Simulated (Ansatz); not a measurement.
The elements of this relaxed trial crystal are hidden behind letters.

```
lattice vectors (Å)
   3.9557   -2.4564    0.0000
   3.9557    2.4564    0.0000
  -0.8318    0.0000   10.5005
fractional positions
X 0.3799 0.6201 0.5000
Z 0.6878 0.0015 0.8328
Z 0.9985 0.3122 0.1672
Q 0.4867 0.0347 0.3424
Q 0.4818 0.5182 0.0000
Q 0.9653 0.5133 0.6576
```

The calculation used DFT PBE, scalar-relativistic, plane waves, PAW in Ansatz. Settings of the last relaxation (6-atom cell): 420 eV, 8×8×4 k points, Gaussian smearing of 0.02 eV, no spin polarisation.

| Property | Result |
| --- | --- |
| Space group | C2 (No. 5) |
| Conventional cell | a = 7.911 Å, b = 4.913 Å, c = 10.533 Å, β = 94.5° |
| Volume per atom | 34.01 Å³ |
| Density | 7.29 g/cm³ |
| Formation energy | −0.200 eV/atom |
| Gap on the 8×8×4 mesh of the 6-atom cell | 0.77 eV |

Energies are uncorrected and count from the elements' standard states at the same level.

Task: X is a d-block element of period 5, Z is a d-block element of period 6 and Q is a p-block element of period 5. Which elements are they?

Result: X = Cd, Z = Hg, Q = Te, so the formula is CdHg2Te3. Density times volume gives a mean mass of 7.29 × 34.01/1.6605 = 149.3 u per atom, and this set has 149.4 u. Among the elements that the hints allow, noble gases aside, only these give it. Around Cd lie 4 Te at 2.85–2.96 Å; Hg is surrounded by 2 Te at 2.72 Å and 1 Te at 3.43 Å; around Te on a site of symmetry 1 lie 1 Hg at 2.72 Å and 2 Cd at 2.85–2.96 Å; 1 more site not described.

These runs have no spin–orbit coupling, which can matter for Hg and Te. Kohn–Sham gaps at this level usually fall short of measured ones. The missing spin–orbit coupling can work the other way here. A structure relaxed within its symmetry needn't be a true minimum.
